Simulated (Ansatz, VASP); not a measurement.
**ZnAu in VASP and in Ansatz**

```
Zn Au
1.0
     3.11635    0.00000    0.00000
     0.00000    3.11635    0.00000
     0.00000    0.00000    3.11635
Zn Au
1 1
Direct
  0.50000 0.50000 0.50000
  0.00000 0.00000 0.00000
```

Alike in both runs: task single point; functional PBE; k mesh 14 × 14 × 14; occupations gaussian, width 0.1 eV; no spin polarisation.

```csv
,VASP,Ansatz
version,VASP 6.6.1,Ansatz 0.2.0
potentials or method,"VASP PAW PBE potentials, release 64 (Zn, Au)","scalar-relativistic, plane waves, PAW"
plane-wave cutoff (eV),520,420
valence electrons in the cell,23,31
```

```tsv
	VASP	Ansatz	Ansatz less VASP
gap on the k mesh at the Fermi level (eV)	none	none	-
pressure (GPa)	9.3	9.3	+0.02
```

A gap of «none» marks a metal or a gap that the smearing closes. The two sets of potentials don't hold the same shells in valence.

Spin-orbit coupling is left out, which matters for the levels of Au.
